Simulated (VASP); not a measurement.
# Al (Fm-3m) in VASP: settings compared

The runs below take Al through equation of state, band structure, with RPBE+D3(BJ), PBE.

All numbers are computed with VASP 6.6.1; they aren't measurements. Logs are shortened: lines on timing, memory, paths and dates and some standing lists are left out, and cuts for length are marked.

## (1) Starting point

The structure is cubic, space group Fm-3m (No. 225). Conventional cell: a = 4.050 Å, b = 4.050 Å, c = 4.050 Å, α = 90.00°, β = 90.00°, γ = 90.00°. Al (site symmetry m-3m) is surrounded by 12 Al at 2.86 Å.

## (2) Equation of state, RPBE+D3(BJ)

Input file run.py:

```python
from ase.calculators.vasp import Vasp
from ase.eos import EquationOfState
from ase.io import Trajectory
from ase.io import read
from ase.units import GPa

atoms = read('Al.cif', primitive_cell=True, subtrans_included=False)
calc = Vasp(
    directory='calc',
    xc='rpbe',
    pp='PBE',
    setups='recommended',
    prec='Accurate',
    encut=520,
    ediff=1e-07,
    ismear=-5,
    sigma=0.05,
    lreal=False,
    lasph=True,
    nelm=60,
    algo='Normal',
    isif=2,
    lwave=False,
    lcharg=False,
    ivdw=12,
    kpts=[11, 11, 11],
    gamma=True,
)
atoms.calc = calc
cell = atoms.cell.copy()
volumes, energies = [], []
traj = Trajectory('eos.traj', 'w')
for x in [0.94, 0.96, 0.98, 1.0, 1.02, 1.04, 1.06]:
    atoms.set_cell(cell * x ** (1 / 3), scale_atoms=True)
    volumes.append(atoms.get_volume())
    energies.append(atoms.get_potential_energy())
    traj.write(atoms)
    print(f'{x:5.2f} {volumes[-1]:12.5f} {energies[-1]:14.6f}')

v0, e0, B = EquationOfState(volumes, energies, eos='vinet').fit()
print(f'V0 = {v0:.4f} A^3, E0 = {e0:.6f} eV, B = {B / GPa:.2f} GPa')
```

Input file Al.cif:

```cif
data_Al
_cell_length_a 4.04961000
_cell_length_b 4.04961000
_cell_length_c 4.04961000
_cell_angle_alpha 90.00000000
_cell_angle_beta 90.00000000
_cell_angle_gamma 90.00000000
_space_group_name_H-M_alt 'Fm-3m'
_space_group_name_Hall '-F 4 2 3'
_space_group_IT_number 225
loop_
_space_group_symop_operation_xyz
'x,y,z'
'-x,-y,-z'
'-y,x,z'
'y,-x,-z'
'-x,-y,z'
'x,y,-z'
'y,-x,z'
'-y,x,-z'
'x,-y,-z'
'-x,y,z'
'-y,-x,-z'
'y,x,z'
'-x,y,-z'
'x,-y,z'
'y,x,-z'
'-y,-x,z'
'z,x,y'
'-z,-x,-y'
'z,-y,x'
'-z,y,-x'
'z,-x,-y'
'-z,x,y'
'z,y,-x'
'-z,-y,x'
'-z,x,-y'
'z,-x,y'
'-z,-y,-x'
'z,y,x'
'-z,-x,y'
'z,x,-y'
'-z,y,x'
'z,-y,-x'
'y,z,x'
'-y,-z,-x'
'x,z,-y'
'-x,-z,y'
'-y,z,-x'
'y,-z,x'
'-x,z,y'
'x,-z,-y'
'-y,-z,x'
'y,z,-x'
'-x,-z,-y'
'x,z,y'
'y,-z,-x'
'-y,z,x'
'x,-z,y'
'-x,z,-y'
'x,y+1/2,z+1/2'
'-x,-y+1/2,-z+1/2'
'-y,x+1/2,z+1/2'
[... 62 lines left out ...]
'-z+1/2,-x,-y+1/2'
'z+1/2,-y,x+1/2'
'-z+1/2,y,-x+1/2'
'z+1/2,-x,-y+1/2'
'-z+1/2,x,y+1/2'
'z+1/2,y,-x+1/2'
'-z+1/2,-y,x+1/2'
'-z+1/2,x,-y+1/2'
'z+1/2,-x,y+1/2'
'-z+1/2,-y,-x+1/2'
'z+1/2,y,x+1/2'
'-z+1/2,-x,y+1/2'
'z+1/2,x,-y+1/2'
'-z+1/2,y,x+1/2'
'z+1/2,-y,-x+1/2'
'y+1/2,z,x+1/2'
'-y+1/2,-z,-x+1/2'
'x+1/2,z,-y+1/2'
'-x+1/2,-z,y+1/2'
'-y+1/2,z,-x+1/2'
'y+1/2,-z,x+1/2'
'-x+1/2,z,y+1/2'
'x+1/2,-z,-y+1/2'
'-y+1/2,-z,x+1/2'
'y+1/2,z,-x+1/2'
'-x+1/2,-z,-y+1/2'
'x+1/2,z,y+1/2'
'y+1/2,-z,-x+1/2'
'-y+1/2,z,x+1/2'
'x+1/2,-z,y+1/2'
'-x+1/2,z,-y+1/2'
'x+1/2,y+1/2,z'
'-x+1/2,-y+1/2,-z'
'-y+1/2,x+1/2,z'
'y+1/2,-x+1/2,-z'
'-x+1/2,-y+1/2,z'
'x+1/2,y+1/2,-z'
'y+1/2,-x+1/2,z'
'-y+1/2,x+1/2,-z'
'x+1/2,-y+1/2,-z'
'-x+1/2,y+1/2,z'
'-y+1/2,-x+1/2,-z'
'y+1/2,x+1/2,z'
'-x+1/2,y+1/2,-z'
'x+1/2,-y+1/2,z'
'y+1/2,x+1/2,-z'
'-y+1/2,-x+1/2,z'
'z+1/2,x+1/2,y'
'-z+1/2,-x+1/2,-y'
'z+1/2,-y+1/2,x'
'-z+1/2,y+1/2,-x'
'z+1/2,-x+1/2,-y'
'-z+1/2,x+1/2,y'
'z+1/2,y+1/2,-x'
'-z+1/2,-y+1/2,x'
'-z+1/2,x+1/2,-y'
'z+1/2,-x+1/2,y'
'-z+1/2,-y+1/2,-x'
'z+1/2,y+1/2,x'
'-z+1/2,-x+1/2,y'
'z+1/2,x+1/2,-y'
'-z+1/2,y+1/2,x'
'z+1/2,-y+1/2,-x'
'y+1/2,z+1/2,x'
'-y+1/2,-z+1/2,-x'
'x+1/2,z+1/2,-y'
'-x+1/2,-z+1/2,y'
'-y+1/2,z+1/2,-x'
'y+1/2,-z+1/2,x'
'-x+1/2,z+1/2,y'
'x+1/2,-z+1/2,-y'
'-y+1/2,-z+1/2,x'
'y+1/2,z+1/2,-x'
'-x+1/2,-z+1/2,-y'
'x+1/2,z+1/2,y'
'y+1/2,-z+1/2,-x'
'-y+1/2,z+1/2,x'
'x+1/2,-z+1/2,y'
'-x+1/2,z+1/2,-y'
loop_
_atom_site_label
_atom_site_type_symbol
_atom_site_symmetry_multiplicity
_atom_site_Wyckoff_symbol
_atom_site_fract_x
_atom_site_fract_y
_atom_site_fract_z
_atom_site_occupancy
Al1 Al 4 a 0.0000000000 0.0000000000 0.0000000000 1
```

Potentials or basis: VASP PAW PBE potentials, release 64 (Al).

On the command line:

```console
$ python run.py
```

The program printed:

```text
0.94     15.60657      -5.378416
 0.96     15.93862      -5.344390
 0.98     16.27068      -5.307518
 1.00     16.60273      -5.268170
 1.02     16.93479      -5.226671
 1.04     17.26684      -5.183332
 1.06     17.59890      -5.138424
<dir> UserWarning: The minimum volume of your fit is not in your volumes.  You may not have a minimum in your dataset!
  warnings.warn(
V0 = 12.1317 A^3, E0 = -5.567687 eV, B = 72.34 GPa
```

OUTCAR:

```text
ENCUT = 520.000000
   EDIFF = 1.00e-07
   GGA = RP
   PREC = Accurate
   ISIF = 2
   ISMEAR = -5
   NELM = 60
   IVDW = 12
   LASPH = .TRUE.
   LREAL = .FALSE.
 IVDW          = 12

 ion  position               nearest neighbor table
   1  0.000  0.000  0.000-

  LATTYP: Found a face centered cubic cell.
 ALAT       =     4.1290342818

  Lattice vectors:

 A1 = (   0.0000000000,   2.0645171409,   2.0645171409)
 A2 = (   2.0645171409,   0.0000000000,   2.0645171409)
 A3 = (   2.0645171409,   2.0645171409,   0.0000000000)

Analysis of symmetry for initial positions (statically):
=====================================================================
 Subroutine PRICEL returns:
 Original cell was already a primitive cell.

 Routine SETGRP: Setting up the symmetry group for a
 face centered cubic supercell.

 Subroutine GETGRP returns: Found 48 space group operations
 (whereof 48 operations were pure point group operations)
 out of a pool of 48 trial point group operations.

The static configuration has the point symmetry O_h .

Analysis of symmetry for dynamics (positions and initial velocities):
=====================================================================
 Subroutine PRICEL returns:
 Original cell was already a primitive cell.

 Routine SETGRP: Setting up the symmetry group for a
 face centered cubic supercell.

 Subroutine GETGRP returns: Found 48 space group operations
 (whereof 48 operations were pure point group operations)
 out of a pool of 48 trial point group operations.

The dynamic configuration has the point symmetry O_h .

 Subroutine INISYM returns: Found 48 space group operations
 (whereof 48 operations are pure point group operations),
 and found     1 'primitive' translations

----------------------------------------------------------------------------------------

                                     Primitive cell

  volume of cell :      17.5989

  direct lattice vectors                    reciprocal lattice vectors
     0.000000000  2.064517141  2.064517141    -0.242187381  0.242187381  0.242187381
     2.064517141  0.000000000  2.064517141     0.242187381 -0.242187381  0.242187381
     2.064517141  2.064517141  0.000000000     0.242187381  0.242187381 -0.242187381

  length of vectors
     2.919668140  2.919668140  2.919668140     0.419480849  0.419480849  0.419480849

  position of ions in fractional coordinates (direct lattice)
     0.000000000  0.000000000  0.000000000

  ion indices of the primitive-cell ions
[... 105 lines left out ...]
   NSW    =      0    number of steps for IOM
   IBRION =     -1    ionic relax: 0-MD 1-quasi-New 2-CG
   NFREE  =      0    steps in history (QN), initial steepest desc. (CG)
   ISIF   =      2    stress and relaxation
   ISYM   =      2    0-nonsym 1-usesym 2-fastsym
   POTIM  = 0.5000    time-step for ionic-motion
   TEBEG  =    0.0;   TEEND  =   0.0 temperature during run
   PSTRESS=    0.0 pullay stress
   NELECT =       3.0000    total number of electrons
   NUPDOWN=      -1.0000    fix difference up-down
   EMIN   =  10.00;   EMAX   =-10.00  energy-range for DOS
   EFERMI =   0.00;   METHOD = LEGACY
   ISMEAR =    -5;   SIGMA  =   0.05  broadening in eV -4-tet -1-fermi 0-gaus
   EFERMI_NEDOS =   21; number of points for ismear=-14 and -15
   IALGO  =     38    algorithm
   IMIX   =      4    mixing-type and parameters
     AMIX     =   0.40;   BMIX     =  1.00
     AMIX_MAG =   1.60;   BMIX_MAG =  1.00
  volume/ion in A,a.u.               =      17.60       118.76
  Fermi-wavevector in a.u.,A,eV,Ry     =   0.907723  1.715348 11.210675  0.823961
  Thomas-Fermi vector in A             =   2.031564
   LORBIT       =      0    0 simple, 1 ext, 2 COOP (PROOUT), +10 PAW based schemes
   GGA     = RP    functional components
   LHFCALC =     F    Hartree Fock is set to
   AEXX    =    0.0000 exact exchange contribution
   IVDW    =    12    specifies the selected vdW correction
   LEPSILON=     F    determine dielectric tensor
   LRPA    =     F    only Hartree local field effects (RPA)
 non-spin polarized calculation
 Fermi weights with tetrahedron method with Bloechl corrections
  energy-cutoff  :      520.00
  volume of cell :       17.60
 maximum number of plane-waves:       495
 NGX is ok and might be reduce to    24
   NGX = 11   NGY = 11   NGZ = 11

 number of electron       3.0000000 magnetization

 Free energy of the ion-electron system (eV)
  ---------------------------------------------------
  ext. energy  EPLUGINS =         0.00000000
  ---------------------------------------------------
  free energy    TOTEN  =        -3.49827678 eV

  energy without entropy =       -3.49827678  energy(sigma->0) =       -3.49827678

 E-fermi :   7.4980     XC(G=0):  -9.9107

 val. band max:        7.4622999455   @ k =  -0.4545   0.3636   0.0000
 cond. band min:       7.1466805683   @ k =  -0.3636   0.3636   0.0000
 fundamental gap:     -0.3156193772
 Fermi energy:         7.4979617595

 k-point     1 :       0.0000    0.0000    0.0000
  band No.  band energies     occupation
      1      -3.2622      2.00000
      2      19.6824      0.00000
      3      19.6824      0.00000
      4      19.6824      0.00000
      5      20.8279      0.00000
[... 305 lines left out ...]
 k-point    40 :      -0.4545    0.1818    0.0909
  band No.  band energies     occupation
      1       2.5818      2.00000
      2       4.8470      2.00000
      3      13.7514      0.00000
      4      14.4907      0.00000
      5      19.5733      0.00000

 [... further k-points ...]

------------------------ aborting loop because EDIFF is reached ----------------------------------------

 Edisp (eV)   -1.64015

 E8    (eV) :    -1.0897

  FORCE on cell =-STRESS in cart. coord.  units (eV):
  Direction    XX          YY          ZZ          XY          YZ          ZX
  --------------------------------------------------------------------------------------
  -------------------------------------------------------------------------------------
  Total      -2.44809    -2.44809    -2.44809     0.00000     0.00000    -0.00000
  in kB    -222.87040  -222.87040  -222.87040     0.00000     0.00000    -0.00000
  external pressure =     -222.87 kB  Pullay stress =        0.00 kB

 VOLUME and BASIS-vectors are now :
 -----------------------------------------------------------------------------
  energy-cutoff  :      520.00
  volume of cell :       17.60
      direct lattice vectors                 reciprocal lattice vectors
     0.000000000  2.064517141  2.064517141    -0.242187381  0.242187381  0.242187381
     2.064517141  0.000000000  2.064517141     0.242187381 -0.242187381  0.242187381
     2.064517141  2.064517141  0.000000000     0.242187381  0.242187381 -0.242187381

 POSITION                                       TOTAL-FORCE (eV/Angst)
 -----------------------------------------------------------------------------------
      0.00000      0.00000      0.00000         0.000000      0.000000      0.000000
 -----------------------------------------------------------------------------------
    total drift:                                0.000000     -0.000000     -0.000000

  FREE ENERGIE OF THE ION-ELECTRON SYSTEM (eV)
  ---------------------------------------------------
  free  energy   TOTEN  =        -5.1384243058 eV

  energy  without entropy=       -5.1384243058  energy(sigma->0) =       -5.13842431
```

INCAR:

```text
ENCUT = 520.000000
SIGMA = 0.050000
EDIFF = 1.00e-07
ALGO = Normal
GGA = RP
PREC = Accurate
ISIF = 2
ISMEAR = -5
NELM = 60
IVDW = 12
LASPH = .TRUE.
LCHARG = .FALSE.
LWAVE = .FALSE.
LREAL = .FALSE.
```

Run time: 30 s. Hardware: 1 thread of AMD EPYC 9R45 (Zen 5), shared host; peak memory 0.1 GiB.

Results:

```yaml
Equilibrium_volume: outside the volumes run
```

Energy against volume, from the lowest point:
| volume (Å³/atom) | energy (meV/atom) |
| --- | --- |
| 15.607 | 0.00 |
| 15.939 | 34.03 |
| 16.271 | 70.90 |
| 16.603 | 110.25 |
| 16.935 | 151.74 |
| 17.267 | 195.08 |
| 17.599 | 239.99 |

Caveat: the PAW data sets were made with another functional, which shifts forces and pressure a little.

## (3) Band structure, PBE

Input file POSCAR:

```
Al
1.0
    0.0000000000      2.0248050000      2.0248050000
    2.0248050000      0.0000000000      2.0248050000
    2.0248050000      2.0248050000      0.0000000000
Al
1
Direct
    0.0000000000      0.0000000000      0.0000000000
```

Input file INCAR.step1:

```
SYSTEM = Al
ALGO = Fast
EDIFF = 1E-7
ENCUT = 520
GGA = PE
ISIF = 2
ISMEAR = -1
LASPH = .True.
LCHARG = .True.
LREAL = .False.
LWAVE = .False.
NELM = 100
PREC = Accurate
SIGMA = 0.05
```

Input file KPOINTS.step1:

```
k-points
0
Gamma
  11 11 11
  0 0 0
```

Input file INCAR.step2:

```
SYSTEM = Al
ALGO = Fast
EDIFF = 1E-7
ENCUT = 520
GGA = PE
ICHARG = 11
ISIF = 2
ISMEAR = 0
LASPH = .True.
LCHARG = .False.
LREAL = .False.
LWAVE = .False.
NELM = 100
PREC = Accurate
SIGMA = 0.05
```

Input file KPOINTS.step2:

```
path GXWKGLUWLK,UX
10
line-mode
reciprocal
 0.0000000000  0.0000000000  0.0000000000  G
 0.5000000000  0.0000000000  0.5000000000  X

 0.5000000000  0.0000000000  0.5000000000  X
 0.5000000000  0.2500000000  0.7500000000  W

 0.5000000000  0.2500000000  0.7500000000  W
 0.3750000000  0.3750000000  0.7500000000  K

 0.3750000000  0.3750000000  0.7500000000  K
 0.0000000000  0.0000000000  0.0000000000  G

 0.0000000000  0.0000000000  0.0000000000  G
 0.5000000000  0.5000000000  0.5000000000  L

 0.5000000000  0.5000000000  0.5000000000  L
 0.6250000000  0.2500000000  0.6250000000  U

 0.6250000000  0.2500000000  0.6250000000  U
 0.5000000000  0.2500000000  0.7500000000  W

 0.5000000000  0.2500000000  0.7500000000  W
 0.5000000000  0.5000000000  0.5000000000  L

 0.5000000000  0.5000000000  0.5000000000  L
 0.3750000000  0.3750000000  0.7500000000  K

 0.6250000000  0.2500000000  0.6250000000  U
 0.5000000000  0.0000000000  0.5000000000  X
```

Potentials or basis: VASP PAW PBE potentials, release 64 (Al).

On the command line:

```console
$ cat potpaw_PBE.64/Al/POTCAR > POTCAR
$ cp INCAR.step1 INCAR
$ cp KPOINTS.step1 KPOINTS
$ mpirun -np 1 vasp_std > vasp.out
$ cp INCAR.step2 INCAR
$ cp KPOINTS.step2 KPOINTS
$ mpirun -np 1 vasp_std > vasp.out
```

Run time: 8.1 s. Hardware: 1 thread of Intel Xeon Platinum 8488C (Sapphire Rapids), shared host; peak memory 0.13 GiB.

It converged, with:

```
Band gap along the path : none (metal or under the smearing width)
```

Levels at the corners of the path, in eV from the Fermi level:
```
point  band 1  band 2  band 3  band 4  band 5
    Γ  -11.10   12.57   12.57   12.57   14.02
    X   -2.92   -1.61    5.24    5.55    5.55
    X   -2.92   -1.61    5.24    5.55    5.55
    W   -0.85   -0.85    0.17    1.06   15.76
    W   -0.85   -0.85    0.17    1.06   15.76
    K   -1.89   -1.36   -0.42    6.52    8.16
    K   -1.89   -1.36   -0.42    6.52    8.16
    Γ  -11.10   12.57   12.57   12.57   14.02
    Γ  -11.10   12.57   12.57   12.58   14.02
    L   -4.58   -4.38   11.33   11.35   11.42
    L   -4.58   -4.38   11.33   11.33   11.42
    U   -1.89   -1.36   -0.42    6.52    8.16
    U   -1.89   -1.36   -0.42    6.52    8.16
    W   -0.85   -0.85    0.17    1.06   15.76
    W   -0.85   -0.85    0.17    1.06   15.76
    L   -4.58   -4.38   11.33   11.33   11.42
    L   -4.58   -4.38   11.33   11.33   11.42
    K   -1.89   -1.36   -0.42    6.52    8.16
    U   -1.89   -1.36   -0.42    6.52    8.16
    X   -2.92   -1.61    5.24    5.55    5.55
```

Caveat: the log is that of the step along the path at fixed density, whose energy, stress, charges and moments have no meaning.

## (4) For comparison

An earlier run on the cell as given: functional PBE; potentials or basis VASP PAW PBE potentials, release 64 (Al); cutoff 520 eV; k mesh 11 × 11 × 11; occupations fermi-dirac, width 0.05 eV; no spin polarisation.

* Pressure: -0.5 GPa
* Band gap on the k mesh: none (metal or under the smearing width)
